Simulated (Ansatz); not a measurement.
Crystal: InSe.

```xyz
8
Lattice="4.0473 0.0000 0.0000 -2.0237 3.5051 0.0000 0.0000 0.0000 18.0521" Properties=species:S:1:pos:R:3 pbc="T T T"
In    0.0000    2.3367    1.3971
In    0.0000    2.3367   16.6550
In    0.0000    0.0000    7.6289
In    0.0000    0.0000   10.4231
Se    0.0000    2.3367    6.3721
Se    0.0000    2.3367   11.6800
Se    2.0237    1.1684    2.6537
Se    2.0237    1.1684   15.3984
```

Measurements of this composition are mostly on another form, of space group No. 160.

Base run:

| Property | Result |
| --- | --- |
| Program | Ansatz 0.2.0 |
| Functional | PBE |
| Potentials or basis | Ansatz PAW |
| Cutoff | 420 eV (not typed: the program's choice for these potentials) |
| k mesh | 6 × 6 × 2 |
| Occupations | fermi-dirac, width 0.05 eV |
| Spin | no spin polarisation |

Its results: band gap on the k mesh 0.73 eV, direct; pressure 1.4 GPa; largest force 0.238 eV/Å.

Question: The run is repeated on the same cell with these changes: functional from PBE to r2SCAN; cutoff from 420 eV (not typed: the program's choice for these potentials) to 500 eV (not typed: the program's choice for these potentials). What comes out?

Answer: Band gap on the k mesh 1.14 eV, direct; pressure -0.1 GPa; largest force 0.029 eV/Å.

r2SCAN gives the wider gap, since meta-GGAs in the generalised Kohn-Sham scheme recover part of the derivative discontinuity.

Caveats: spin-orbit coupling is left out, which moves the levels of the heavy elements; this functional lacks dispersion, which binds the layers, so the pressure and a relaxed spacing across them are unreliable (some runs); the PAW data sets come from PBE, with cores solved anew for the run's functional, which leaves a small shift of forces and pressure (some runs).
